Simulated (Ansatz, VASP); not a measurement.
# Two plane-wave programs on Mg3Sb2

```
Mg Sb
1.0
     4.49889    0.00000    0.00000
    -2.24944    3.89615    0.00000
     0.00000    0.00000    7.11785
Mg Sb
3 2
Direct
  0.33333 0.66667 0.63220
  0.66667 0.33333 0.36780
  0.00000 0.00000 0.00000
  0.33333 0.66667 0.22471
  0.66667 0.33333 0.77529
```

Alike in both runs: functional LDA; k mesh 9 × 9 × 6; occupations gaussian, width 0.01 eV; no spin polarisation.

Ansatz relaxed the structure, and its values are those at the end. VASP's run is a single point on that final structure, the one shown.

|  | VASP | Ansatz |
| --- | --- | --- |
| version | VASP 6.6.1 | Ansatz 0.2.0 |
| potentials or method | VASP PAW LDA potentials, release 64 (Mg, Sb) | scalar-relativistic, plane waves, PAW |
| plane-wave cutoff (eV) | 520 | 420 |
| valence electrons in the cell | 16 | 60 |

Ansatz gave:

- gap on the k mesh at the Fermi level (eV): 0.12
- least direct gap on the mesh (eV): 1.20
- pressure (GPa): 0.0
- rms of the force components (eV/Å): 0.002

Q: What did VASP give for the same quantities?

A: gap on the k mesh at the Fermi level (eV): 0.10; least direct gap on the mesh (eV): 1.23; pressure (GPa): 0.0; rms of the force components (eV/Å): 0.010.

The two sets of potentials don't hold the same shells in valence.

Caveats: spin-orbit coupling is left out, which moves the levels of the heavy elements; an odd mesh through Γ misses points on the zone boundary, where band edges often lie.
